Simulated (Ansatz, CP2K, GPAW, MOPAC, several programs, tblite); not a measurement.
**CuGaSe2 (ordering on zincblende) from semi-empirical methods to plane-wave DFT**

An ordered 4-atom cell of CuGaSe2 on the zincblende lattice (P-4m2), relaxed with r2SCAN in Ansatz, was computed with several methods. The symmetry is P-4m2 (No. 115, tetragonal); conventional cell a = 3.931 Å, c = 5.642 Å, 21.79 Å³ an atom. Around Cu lie 4 Se at 2.40 Å; around Se lie 2 Cu at 2.40 Å and 2 Ga at 2.44 Å; around Ga lie 4 Se at 2.44 Å. (Calculated; spin-unpolarised; the phase may be known or hypothetical.)

```
Cu Se Ga
1.0
     3.93071    0.00000    0.00000
     0.00000    3.93071    0.00000
     0.00000    0.00000    5.64215
Cu Se Ga
1 2 1
Direct
  0.00000 0.00000 0.00000
  0.00000 0.50000 0.24278
  0.50000 0.00000 0.75722
  0.50000 0.50000 0.50000
```

Gaps and times are for a single point on this cell; volume and bulk modulus come from each method's own relaxation or energy curve at fixed shape, which is too stiff where a cell has free coordinates or axes. Times are rough, from shared hosts (Arm Neoverse V1), and each method has its own mesh and cell size. A double dagger marks a value from a curve with shape and coordinates held. PM7 (MOPAC) and PM6 (MOPAC): levels, charges or heat of formation failed a check of plausibility, so no values are given. PM6 (MOPAC), PM7 (MOPAC), GFN1-xTB (tblite), GFN2-xTB (tblite) treat a cluster of cells at its zone centre, which samples few k points: where these miss a band edge, the gap comes out too large for that reason alone. Gaps from k meshes are read at a limited set of points (mesh, symmetry points, PBE's band edges), so each method's own least gap may be somewhat smaller. xTB and the PM methods were fitted mostly to molecules, and can miss a solid's gap by electronvolts. Minimal bases can be far off for gaps. d marks a direct gap, i an indirect one (no mark: not told apart), a dash a value that wasn't computed or didn't pass its checks.

| method | kind | gap (eV) | own volume (Å³/atom) | bulk modulus (GPa) | atoms computed | processor time |
| --- | --- | --- | --- | --- | --- | --- |
| light PBE (260 eV and a coarse mesh) | light plane-wave | 0.03 d | – | – | 4 | 2 s |
| PM7 (MOPAC) | semi-empirical | – | – | – | 72 | 4.7 s |
| GFN1-xTB (tblite) | tight binding | 0 | 22.74‡ | 68‡ | 72 | 6.2 s |
| GFN2-xTB (tblite) | tight binding | 1.83 | – | – | 72 | 7.5 s |
| PBE/single zeta (GPAW) | small basis | overlap 0.12 | – | – | 4 | 9.1 s |
| PBE/SZV (CP2K) | small basis | 0 | – | – | 4 | 9.8 s |
| PBE | semilocal | 0 | 22.66 | 60‡ | 4 | 12 s |
| r2SCAN | semilocal | 0.23 d | 21.79 | 70‡ | 4 | 29 s |
| PBE/DZVP (CP2K) | small basis | 0 | 23.02‡ | 59‡ | 4 | 29 s |
| PM6 (MOPAC) | semi-empirical | – | – | – | 72 | 4.5 min |

Against r2SCAN (0.23 eV) and with closed or daggered gaps left aside, the nearest gap at the points sampled is that of light PBE (260 eV and a coarse mesh) (-0.20 eV) and the farthest that of GFN2-xTB (tblite) (+1.60 eV). r2SCAN is only a yardstick of convenience: semilocal gaps usually lie below measured ones, which GLLB-SC and hybrids aim to mend.

Volumes against r2SCAN's: PBE +4.0 %.

With PBE the bands overlap or touch, or nearly. Semilocal functionals can close a real gap, so this doesn't show a metal; small gaps of other methods may in turn close between the points read or with spin-orbit coupling, and the solid may be a semimetal.

The runs are scalar-relativistic, without spin-orbit coupling.
